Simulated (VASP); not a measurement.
Given:

```xyz
8
Lattice="-2.7902 2.7902 5.6105 2.7902 -2.7902 5.6105 2.7902 2.7902 -5.6105" Properties=species:S:1:pos:R:3 pbc="T T T"
In     0.0000     0.0000     5.6105
In     2.7902     0.0000     2.8053
Cu     0.0000     5.5805     0.0000
Cu     0.0000     2.7902     2.8053
S      1.5578     1.3951     7.0132
S      4.1854     1.2324    -1.4026
S      1.2324     1.3951     1.4026
S     -1.3951     1.5578     4.2079
```

Calculation: PBE GGA, VASP's PBE PAW potentials (set 64) (plane waves; VASP). Run with 400 eV cut-off, Gaussian smearing of 0.050 eV, potentials In_d Cu S.

Unless said otherwise, spin-orbit coupling is left out, though it shifts the bands of the heavy elements here.

Q: Predict the band gap (along the path) with the smallest direct gap where there is one.

A: 
The band gap (along the path) is 0.01 eV and the smallest direct gap (along the path) is 0.03 eV.

The absolute energy has meaning only against runs of the same code, potentials and settings.

The compound is CuInS2 in the chalcopyrite structure. It was relaxed first.
